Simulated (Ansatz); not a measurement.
Set up this calculation in Ansatz 0.2.0, as the native input.

* Task: single point
* Functional: PBE
* Potentials or basis: Ansatz PAW
* Cutoff: 420 eV (not typed: the program's choice for these potentials)
* k mesh: 10 × 10 × 5
* Occupations: gaussian, width 0.018 eV
* Spin: no spin polarisation

Mg:

```
Mg
1.0
     3.20930    0.00000    0.00000
    -1.60465    2.77934    0.00000
     0.00000    0.00000    5.21030
Mg
2
Direct
  0.66667 0.33333 0.75000
  0.33333 0.66667 0.25000
```

The input as run:

input.yaml

```yaml
crystal:
  lattice:
    - [3.2093, 0.0, 0.0]
    - [-1.60465, 2.7793353284, 0.0]
    - [0.0, 0.0, 5.2103]
  atoms:
    - { symbol: Mg, position: [0.6666666667, 0.3333333333, 0.75] }
    - { symbol: Mg, position: [0.3333333333, 0.6666666667, 0.25] }
hamiltonian:
  xc: pbe
  pseudopotentials: { kind: paw }
kpoints:
  mp_grid: { grid: [10, 10, 5] }
scf:
  occupations: { method: gaussian, width: 0.018 }
output:
  forces: true
  stress: true
  eigenvalues: true
```

Potentials or basis: Ansatz PAW.

The run is started by

```console
$ ansatz run input.yaml --threads 2 --pin off --max-ram 5632MiB --backend cpu --events-out ev --progress --plain --runs-dir out
```

Results of the run:

The pressure is -0.4 GPa and the band gap on the k mesh is none (metal or under the smearing width).

Run time: 0.87 s on 2 threads of Intel(R) Xeon(R) Processor @ 2.70GHz, with other jobs on the host, peak memory 0.31 GiB.
